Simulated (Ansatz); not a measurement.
Symmetry broken, then relaxed in C

Level of theory: Ansatz 0.2.0, DFT r2SCAN, scalar-relativistic, plane waves, PAW. The runs took a 500 eV cutoff, a Γ-centred 14×14×14 mesh and Gaussian smearing (0.15 eV). No spin polarisation. Energies are free energies at this smearing, counted from the undisturbed cell; pressure is positive in compression.

Zero of the scan (relaxed at this level; this form isn't the usual structure):

```yaml
crystal:
  lattice:
    - [-2.45596, 0.00000, 0.00000]
    - [0.00000, 4.25385, 0.00000]
    - [1.22798, -2.12692, -8.52385]
  atoms:
    - { symbol: C, position: [0.00000, 0.33333, 0.00000] }
    - { symbol: C, position: [0.50000, 0.83333, 0.00000] }
    - { symbol: C, position: [0.50000, 0.16667, 0.00000] }
    - { symbol: C, position: [0.00000, 0.66667, 0.00000] }
```

The cell holds layers and no dispersion correction was added, so their binding is poorly described.

The atoms are displaced (Å, in the unstrained cell):

| atom | ux | uy | uz |
| --- | --- | --- | --- |
| C1 | 0.003 | -0.013 | 0.016 |
| C2 | -0.004 | 0.016 | 0.001 |
| C3 | 0.004 | -0.002 | -0.006 |
| C4 | -0.004 | -0.001 | -0.011 |

The cell is strained by (0.0851, -0.0629, -0.0222, -0.0139, -0.2218, 0.0847) (xx, yy, zz, yz, xz, xy; engineering shear). The atoms are then relaxed in that fixed cell.

Task: How much of the energy do the atoms recover?

Result: The disturbance cost 394.6 meV/atom, and 373.6 meV/atom remain in the strained cell. The final space group reads P-1 (tolerance 0.05 Å).

Final structure:

```xyz
4
Lattice="-2.6650 -0.1040 0.2724 0.1802 3.9863 -0.0296 2.1878 -1.8819 -8.4558" Properties=species:S:1:pos:R:3 pbc="T T T"
C     2.2471   -0.5668   -8.4655
C    -1.1832    3.2562    0.1116
C     0.8863   -1.2558   -8.3246
C    -2.5440    2.5672    0.2525
```

The relaxation, step by step (energy from the first step):

| step | ΔE (meV/atom) | largest force component (eV/Å) | pressure (GPa) |
| --- | --- | --- | --- |
| 1 | 0.0 | 3.386 | n/a |
| 2 | -17.5 | 1.170 | n/a |
| 3 | -21.0 | 0.103 | n/a |
| 4 | -21.0 | 0.004 | n/a |
| 5 | -21.0 | 0.004 | n/a |

Frames along the relaxation (Å, eV/Å):

```xyz
4
Lattice="-2.665 -0.104 0.272 0.180 3.986 -0.030 2.188 -1.882 -8.456" Properties=species:S:1:pos:R:3:forces:R:3 pbc="T T T" step=1
C     0.061    1.317    0.005    0.059   -0.653   -0.336
C    -1.186    3.285    0.113    0.197   -3.386   -0.220
C    -1.297    0.610    0.125   -0.149    2.501    0.295
C     0.117    2.656   -0.030   -0.108    1.539    0.260
4
Lattice="-2.665 -0.104 0.272 0.180 3.986 -0.030 2.188 -1.882 -8.456" Properties=species:S:1:pos:R:3:forces:R:3 pbc="T T T" step=2
C     0.059    1.319   -0.012    0.094   -0.576    0.118
C    -1.184    3.267    0.106    0.048   -1.170    0.128
C    -1.298    0.620    0.138   -0.134    0.939   -0.136
C     0.119    2.664   -0.019   -0.007    0.808   -0.110
4
Lattice="-2.665 -0.104 0.272 0.180 3.986 -0.030 2.188 -1.882 -8.456" Properties=species:S:1:pos:R:3:forces:R:3 pbc="T T T" step=3
C     0.060    1.316   -0.009    0.016   -0.103   -0.008
C    -1.185    3.256    0.111    0.097    0.025   -0.005
C    -1.301    0.626    0.132   -0.025    0.035   -0.003
C     0.122    2.671   -0.021   -0.087    0.043    0.016
4
Lattice="-2.665 -0.104 0.272 0.180 3.986 -0.030 2.188 -1.882 -8.456" Properties=species:S:1:pos:R:3:forces:R:3 pbc="T T T" step=4
C     0.059    1.315   -0.010   -0.002    0.000    0.000
C    -1.183    3.256    0.112   -0.003   -0.001    0.000
C    -1.302    0.626    0.131    0.001    0.000    0.000
C     0.121    2.671   -0.020    0.004    0.001    0.000
4
Lattice="-2.665 -0.104 0.272 0.180 3.986 -0.030 2.188 -1.882 -8.456" Properties=species:S:1:pos:R:3:forces:R:3 pbc="T T T" step=5
C     0.059    1.315   -0.010   -0.002    0.000    0.000
C    -1.183    3.256    0.112   -0.003   -0.001    0.000
C    -1.302    0.626    0.131    0.001    0.000    0.000
C     0.121    2.671   -0.020    0.004    0.001    0.000
```

Cost: 3 runs of about 16 core-minutes in all, on Intel Xeon 6975P-C (Granite Rapids) (shared hosts).